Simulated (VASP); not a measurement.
A run of VASP 6.6.1:

INCAR

```
SYSTEM = MoS2
PREC     = Accurate       ! precision mode
ENCUT    = 600            ! plane-wave cutoff, eV
EDIFF    = 1E-6           ! SCF threshold, eV
ISMEAR   = 0              ! smearing method
SIGMA    = 0.03           ! smearing width, eV
LREAL    = .FALSE.        ! projectors in reciprocal space
LASPH    = .TRUE.         ! aspherical terms in the spheres
NELM     = 80             ! most SCF steps
ALGO     = Normal         ! electronic algorithm
ISIF     = 3              ! what is computed and relaxed
LWAVE    = .FALSE.        ! write WAVECAR
LCHARG   = .FALSE.        ! write CHGCAR
GGA      = PE             ! functional
IVDW     = 12             ! dispersion correction
IBRION   = 2              ! ionic algorithm
NSW      = 90             ! ionic steps
EDIFFG   = -0.01          ! ionic threshold
KPAR     = 2
```

The input KPOINTS:

```
regular mesh
0
G
  12 12 3
  0 0 0
```

Contents of POSCAR:

```
MoS2
1.0
    3.1690000000      0.0000000000      0.0000000000
   -1.5845000000      2.7444345000      0.0000000000
    0.0000000000      0.0000000000     12.3240000000
Mo S
2 4
Direct
    0.3333333300      0.6666666700      0.2500000000
    0.6666666700      0.3333333300      0.7500000000
    0.3333333300      0.6666666700      0.6230000000
    0.6666666700      0.3333333300      0.1230000000
    0.3333333300      0.6666666700      0.8770000000
    0.6666666700      0.3333333300      0.3770000000
```

Potentials or basis: VASP PAW PBE potentials, release 64 (Mo_sv, S).

The run is started by

```console
$ cat potpaw_PBE.64/Mo_sv/POTCAR potpaw_PBE.64/S/POTCAR > POTCAR
$ mpirun -np 2 vasp_std > vasp.out
```

Hardware: 2 MPI ranks on AMD EPYC 7R43 64-Core Processor (Zen 3) (shared host).

Problem. Estimate the wall time of this run.

Solution. Run time: 15 min on 2 MPI ranks on AMD EPYC 7R43 64-Core Processor (Zen 3), with other jobs on the host, peak memory 0.32 GiB a rank. Counts: scf iterations 99, k points 38, ion steps 11.
